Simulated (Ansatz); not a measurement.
**HgTe (Coloradoite) in Ansatz: the effect of functional**

Crystal: HgTe (Coloradoite).

```
Hg Te
1.0
     0.00000    3.25680    3.25680
     3.25680    0.00000    3.25680
     3.25680    3.25680    0.00000
Hg Te
1 1
Cartesian
  0.0000 0.0000 0.0000
  4.8852 4.8852 4.8852
```

The cell isn't the ideal one: volume scaled by 1.04.

Alike in all runs:

```yaml
Program: Ansatz 0.2.0
Task: single point
Potentials_or_basis: Ansatz PAW
k_mesh: 7 × 7 × 7
Occupations: fermi-dirac, width 0.05 eV
Spin: no spin polarisation
```

```tsv
functional	cutoff	pressure (GPa)
LDA	420 eV (not typed: the program's choice for these potentials)	-1.5
r2SCAN	500 eV (not typed: the program's choice for these potentials)	1.2
PBE	420 eV (not typed: the program's choice for these potentials)	?
```

Q: What does the run with functional PBE give?

A: Pressure 2.5 GPa.

Caveats: the PAW data sets come from PBE, with cores solved anew for the run's functional, which leaves a small shift of forces and pressure (some runs).
